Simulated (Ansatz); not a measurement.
**Ti3Ni under changes of volume**

One of the cells (15.235 Å³/atom); the others are scaled copies at fixed shape and fractional positions:

```xyz
4
Lattice="3.9352 0.0000 0.0000 0.0000 3.9352 0.0000 0.0000 0.0000 3.9352" Properties=species:S:1:pos:R:3 pbc="T T T"
Ni    0.0000    0.0000    0.0000
Ti    1.9676    1.9676    0.0000
Ti    1.9676    0.0000    1.9676
Ti    0.0000    1.9676    1.9676
```

The cell comes from a database or a generator and needn't be the stable form of this composition.

* Program: Ansatz 0.2.0
* Functional: LDA
* Potentials or basis: Ansatz PAW
* Cutoff: 420 eV (not typed: the program's choice for these potentials)
* k mesh: 7 × 7 × 7
* Occupations: fermi-dirac, width 0.05 eV
* Spin: collinear spin, ferromagnetic start
* Starting moments: [1.0, 1.0, 1.0, 1.0] μB

```csv
volume (Å³/atom),energy over the lowest point (meV/atom),pressure (GPa)
14.321,0.00,-2.3
14.625,?,?
14.930,19.79,-7.6
15.235,36.83,-9.9
15.539,58.00,-12.0
15.844,82.89,-13.9
16.149,111.12,-15.5
```

**Question.** What does the run at 14.625 Å³/atom give?

**Answer.** Energy over the lowest point 7.34 meV/atom; pressure -5.1 GPa.

Worked out: A Birch-Murnaghan fit of order 3 (a polynomial in V^(-2/3)) to the other rows has its minimum at 14.09 Å³/atom, just outside them, with B0 = V·E''(V) = 151 GPa and B' = 4.1. It gives 7.31 meV/atom at 14.625 Å³/atom, against the run's 7.34, and -dE/dV = -5.2 GPa, against -5.1.

Energies are extrapolated to zero smearing.

Caveats: the PAW data sets come from PBE, with cores solved anew for the run's functional, which leaves a small shift of forces and pressure; the starting moments weren't kept.
